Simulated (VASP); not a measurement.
Input of a VASP 6.6.1 run:

File INCAR:

```
  PREC = Accurate
  ENCUT = 900
  EDIFF = 1E-6
  ISMEAR = 0
  SIGMA = 0.01
  LREAL = False
  LASPH = True
  NELM = 80
  ALGO = Normal
  ISIF = 2
  LWAVE = False
  LCHARG = False
  GGA = B5
  ALDAX = 1.0
  AGGAX = 1.0
  AGGAC = 1.0
  ALDAC = 0.0
  IVDW = 12
  VDW_S6 = 1.0
  VDW_S8 = 2.6996
  VDW_A1 = 0.4298
  VDW_A2 = 4.2359
  IBRION = 2
  NSW = 60
  EDIFFG = -0.005
```

KPOINTS

```
Automatic mesh
0
Gamma
  1 1 1
```

POSCAR

```
SiH2Se2
1.0
   12.0000000000      0.0000000000      0.0000000000
    0.0000000000     12.0000000000      0.0000000000
    0.0000000000      0.0000000000     12.0000000000
Si Se H
1 2 2
Direct
    0.4953375000      0.5160708300      0.4512708300
    0.5830291700      0.4850958300      0.6131291700
    0.6249041700      0.3818541700      0.4446708300
    0.3772625000      0.4820041700      0.4427958300
    0.5193541700      0.6216458300      0.3925375000
```

Potentials or basis: VASP PAW PBE potentials, release 64 (Si, Se, H_h).

The run is started by

```bash
$ cat potpaw_PBE.64/Si/POTCAR potpaw_PBE.64/Se/POTCAR potpaw_PBE.64/H_h/POTCAR > POTCAR
$ mpirun -np 1 vasp_gam > vasp.out
```

Task: Estimate the energy gained by relaxing.

Result: 8.4 meV/atom.

Task: Predict the dispersion energy per atom.

Result: -0.074 eV.

Task: Predict the gap between the frontier levels.

Result: 1.67 eV.

Forces on the atoms (eV/Å):
```
Si  -0.003  0.001 -0.002
Se   0.002  0.000  0.004
Se   0.002 -0.003 -0.001
H   -0.001  0.000  0.000
H    0.000  0.002 -0.001
```

Caveat: the PAW data sets were made with another functional, which shifts forces and pressure a little. As with any semilocal functional, this BLYP gap is likely too small.
